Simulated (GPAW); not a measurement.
Wanted: an ASE script for a GPAW 26.7.0 run.

```
Task                : equation of state
Functional          : PBE
Potentials or basis : GPAW PAW data sets (gpaw-data 1.2.1)
Cutoff              : 800 eV
Basis               : pw
k mesh              : 6 × 6 × 6
Occupations         : fermi-dirac, width 0.05 eV
Spin                : no spin polarisation
Maxiter             : 150
Eos scales          : [0.94, 0.96, 0.98, 1.0, 1.02, 1.04, 1.06]
```

BaZrO3:

```
Ba Zr O
1.0
     4.19134    0.00000    0.00000
     0.00000    4.19134    0.00000
     0.00000    0.00000    4.19134
Ba Zr O
1 1 3
Cartesian
  0.0000 0.0000 0.0000
  2.0957 2.0957 2.0957
  2.0957 2.0957 0.0000
  2.0957 0.0000 2.0957
  0.0000 2.0957 2.0957
```

The input as run:

run.py

```python
from ase import Atoms
from ase.eos import EquationOfState
from ase.io import Trajectory
from ase.units import GPa
from gpaw import GPAW, PW

atoms = Atoms(['Ba', 'Zr', 'O', 'O', 'O'],
              cell=[[4.19134, 0.0, 0.0],
                    [0.0, 4.19134, 0.0],
                    [0.0, 0.0, 4.19134]],
              scaled_positions=[[0.0, 0.0, 0.0],
                                [0.5, 0.5, 0.5],
                                [0.5, 0.5, 0.0],
                                [0.5, 0.0, 0.5],
                                [0.0, 0.5, 0.5]],
              pbc=True)

traj = Trajectory('eos.traj', 'w')
volumes, energies = [], []
for x in [0.94, 0.96, 0.98, 1.0, 1.02, 1.04, 1.06]:
    a = atoms.copy()
    a.set_cell(atoms.cell * x**(1 / 3), scale_atoms=True)
    calc = GPAW(mode=PW(800),
                xc='PBE',
                kpts={'size': (6, 6, 6), 'gamma': True},
                occupations={'name': 'fermi-dirac', 'width': 0.05},
                nbands=36,
                convergence={'density': 1e-05, 'energy': 1e-05},
                maxiter=150,
                txt=f'eos-{x:.2f}.txt')
    a.calc = calc
    energies.append(a.get_potential_energy(force_consistent=True))
    volumes.append(a.get_volume())
    p = -a.get_stress()[:3].mean() / GPa
    calc.write(f'eos-{x:.2f}.gpw')
    traj.write(a)
    print(f'{x:.2f} {volumes[-1]:10.4f} A^3 {energies[-1]:14.6f} eV {p:9.3f} GPa', flush=True)

v0, e0, B = EquationOfState(volumes, energies, eos='birchmurnaghan').fit()
print(f'V0 = {v0:.4f} A^3, E0 = {e0:.6f} eV, B0 = {B / GPa:.2f} GPa')
```

Potentials or basis: GPAW PAW data sets (gpaw-data 1.2.1), pw.

Run with:

```console
$ OMP_NUM_THREADS=1 python run.py
```

Results of the run:

```json
{
 "Equilibrium volume": "15.09 Å³/atom",
 "Bulk modulus": "150 GPa",
 "Pressure derivative of the bulk modulus": "4.4"
}
```

It took 5.3 min on 1 thread of Arm Neoverse V2, with other jobs on the host, peak memory 0.37 GiB.
